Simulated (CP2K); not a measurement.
# HfN under changes of volume

One of the cells (11.482 Å³/atom); the others are scaled copies at fixed shape and fractional positions:

```
Hf N
1.0
     3.19047    0.00000    0.00000
     1.59523    2.76302    0.00000
     1.59523    0.92101    2.60500
Hf N
1 1
Cartesian
  0.0000 0.0000 0.0000
  3.1905 1.8420 1.3025
```

- Program: CP2K 2026.2
- Functional: PBEsol
- Potentials or basis: POTENTIAL_UZH Hf GTH-PBE-q12, N GTH-PBE-q5; TZVP-MOLOPT-PBE-GTH basis
- Density cutoff: 6123 eV
- k mesh: 10 × 10 × 10
- Occupations: fermi-dirac, width 0.05 eV
- Spin: no spin polarisation

| volume (Å³/atom) | energy over the lowest point (meV/atom) | pressure (GPa) |
| --- | --- | --- |
| 10.793 | 22.13 | 14.7 |
| 11.023 | 6.41 | 7.7 |
| 11.252 | 0.00 | 1.4 |
| 11.482 | 2.16 | -4.3 |
| 11.712 | 12.03 | -9.4 |
| 11.941 | ? | ? |
| 12.171 | 51.79 | -18.0 |

Question: What does the run at 11.941 Å³/atom give?

Answer: Energy over the lowest point 28.81 meV/atom; pressure -13.9 GPa.

Worked out: A Birch-Murnaghan fit of order 3 (a polynomial in V^(-2/3)) to the other rows has its minimum at 11.31 Å³/atom with B0 = V·E''(V) = 285 GPa and B' = 4.0. It gives 28.72 meV/atom at 11.941 Å³/atom, against the run's 28.81, and -dE/dV = -14.0 GPa, against -13.9.

Energies are extrapolated to zero smearing.

Caveats: the potentials were made for another functional, which shifts forces and pressure; the basis of atomic orbitals isn't converged, which shifts pressures, moduli and gaps.
